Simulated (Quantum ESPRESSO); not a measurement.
A calculation with Quantum ESPRESSO 7.5 of Ir (ASE script, structure from a POSCAR):

run.py

```python
import numpy as np
from ase.calculators.espresso import Espresso, EspressoProfile
from ase.io import read

atoms = read('POSCAR')

input_data = {
    'control': {'calculation': 'scf', 'prefix': 'pwscf', 'outdir': './tmp', 'tprnfor': True, 'tstress': True, 'disk_io': 'nowf'},
    'system': {'ecutwfc': 55.0, 'ecutrho': 440.0, 'nbnd': 22, 'occupations': 'smearing', 'smearing': 'fd', 'degauss': 0.00367493},
    'electrons': {'conv_thr': 4e-10, 'electron_maxstep': 120, 'mixing_beta': 0.5},
}
pseudopotentials = {'Ir': 'Ir_pbe_v1.2.uspp.F.UPF'}
profile = EspressoProfile(command='pw.x', pseudo_dir='pseudo')
dft = Espresso(profile=profile, input_data=input_data, pseudopotentials=pseudopotentials, kpts=(11, 11, 6), koffset=(0, 0, 0))
atoms.calc = dft

print(f'energy {atoms.get_potential_energy():.8f} eV')
print('forces (eV/A)')
print(np.round(atoms.get_forces(), 6))
print('stress (eV/A^3, Voigt)')
print(np.round(atoms.get_stress(), 8))
print(f'Fermi level {dft.get_fermi_level():.4f} eV')
```

Contents of POSCAR:

```
Ir
1.0
    2.7513778946      0.0000000000      0.0000000000
   -1.3756889473      2.3827631521      0.0000000000
    0.0000000000      0.0000000000      4.4622900000
Ir
2
Direct
    0.3333333333      0.6666666667      0.2500000000
    0.6666666667      0.3333333333      0.7500000000
```

Potentials or basis: SSSP 1.3 efficiency PBE.

Command:

```console
$ OMP_NUM_THREADS=1 python run.py
```

This isn't the form of Ir at room conditions, which is fcc.

Q: Write the same calculation in another form: native input, structure typed inline.

A: As run:

The input pw.in:

```
&CONTROL
  calculation = 'scf'
  prefix = 'pwscf'
  outdir = './tmp'
  pseudo_dir = './pseudo'
  tprnfor = .true.
  tstress = .true.
  disk_io = 'nowf'
/
&SYSTEM
  ibrav = 0
  nat = 2
  ntyp = 1
  ecutwfc = 55
  ecutrho = 440
  nbnd = 22
  occupations = 'smearing'
  smearing = 'fd'
  degauss = 0.00367493
/
&ELECTRONS
  conv_thr = 4d-10
  electron_maxstep = 120
  mixing_beta = 0.5
/
ATOMIC_SPECIES
Ir   192.2170 Ir_pbe_v1.2.uspp.F.UPF
CELL_PARAMETERS angstrom
   2.7513778946    0.0000000000    0.0000000000
  -1.3756889473    2.3827631521    0.0000000000
   0.0000000000    0.0000000000    4.4622900000
ATOMIC_POSITIONS crystal
Ir     0.3333333333    0.6666666667    0.2500000000
Ir     0.6666666667    0.3333333333    0.7500000000
K_POINTS automatic
11 11 6 0 0 0
```

Potentials or basis: SSSP 1.3 efficiency PBE.

Run with:

```console
$ OMP_NUM_THREADS=1 pw.x -in pw.in > pw.out
```

Both were run:

|  | ASE script, structure from a POSCAR | native input, structure typed inline |
| --- | --- | --- |
| Pressure | -2.1 GPa | -2.1 GPa |
| Band gap on the k mesh | none (metal or under the smearing width) | none (metal or under the smearing width) |

Keys that steer only the numerical path or the files written may differ.
